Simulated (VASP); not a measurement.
Input of a VASP 6.6.1 run:

Contents of INCAR:

```
SYSTEM = Cu2O
ALGO = Fast
EDIFF = 1E-7
ENCUT = 520
GGA = PE
ISIF = 2
ISMEAR = 0
LASPH = .TRUE.
LCHARG = .FALSE.
LREAL = .FALSE.
LWAVE = .FALSE.
NBANDS = 37
NELM = 100
PREC = Accurate
SIGMA = 0.012
```

The input KPOINTS:

```
k-points
0
G
  6 6 6
  0 0 0
```

Contents of POSCAR:

```
Cu2O
1.0
    4.2600000000      0.0000000000      0.0000000000
    0.0000000000      4.2600000000      0.0000000000
    0.0000000000      0.0000000000      4.2600000000
Cu O
4 2
Direct
    0.7500000000      0.2500000000      0.7500000000
    0.7500000000      0.7500000000      0.2500000000
    0.2500000000      0.7500000000      0.7500000000
    0.2500000000      0.2500000000      0.2500000000
    0.5000000000      0.5000000000      0.5000000000
    0.0000000000      0.0000000000      0.0000000000
```

Potentials or basis: VASP PAW PBE potentials, release 64 (Cu, O).

The run is started by

```sh
$ cat potpaw_PBE.64/Cu/POTCAR potpaw_PBE.64/O/POTCAR > POTCAR
$ mpirun -np 1 vasp_std > vasp.out
```

Problem. Estimate the pressure.

Solution. 4.1 GPa.

Problem. Predict the band gap on the k mesh.

Solution. 0.54 eV, direct.

**Experimental background.**

“Importance of surface oxygen vacancies for ultrafast hot carrier relaxation and transport in Cu2O”, 2021, arxiv:2103.03167 quotes, for a bulk crystal of Cu2O: band gap 2.17 eV (direct).

A measured gap of Cu2O is 2.17 eV (direct; quoted in “Importance of surface oxygen vacancies for ultrafast hot carrier relaxation and transport in Cu2O”, 2021, arxiv:2103.03167); the calculated 0.54 eV misses it by -1.63 eV. So large a miss can be the level of theory's own, or it may mean another phase, state or a wrong row. The value is that of PBE on a finite k mesh, which can miss the band edges, without temperature or zero-point motion. Semilocal functionals fall short of measured gaps as a rule.
